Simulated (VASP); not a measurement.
Input of a VASP 6.6.1 run:

The input INCAR:

```
SYSTEM = Al
ALGO = Fast
EDIFF = 1E-6
ENCUT = 520
GGA = CA
ISIF = 2
ISMEAR = -1
LASPH = .True.
LCHARG = .False.
LREAL = .False.
LWAVE = .False.
NBANDS = 10
NELM = 60
PREC = Accurate
SIGMA = 0.1
```

KPOINTS

```
k-points
0
Gamma
  14 14 8
  0 0 0
```

The input POSCAR:

```
Al
1.0
    2.9451650130      0.0000000000      0.0000000000
   -1.4725825065      2.5505877196      0.0000000000
    0.0000000000      0.0000000000      4.7494221888
Al
2
Direct
    0.3333333333      0.6666666667      0.2500000000
    0.6666666667      0.3333333333      0.7500000000
```

Potentials or basis: VASP PAW LDA potentials, release 64 (Al).

The run is started by

```console
$ cat potpaw_LDA.64/Al/POTCAR > POTCAR
$ mpirun -np 1 vasp_std > vasp.out
```

Q: Estimate the pressure.

A: -7.0 GPa.

Q: Predict the band gap on the k mesh.

A: None (metal or under the smearing width).

Stress tensor (GPa, compression positive):
```
-7.41  0.00  0.00
 0.00 -7.41  0.00
 0.00  0.00 -6.19
```
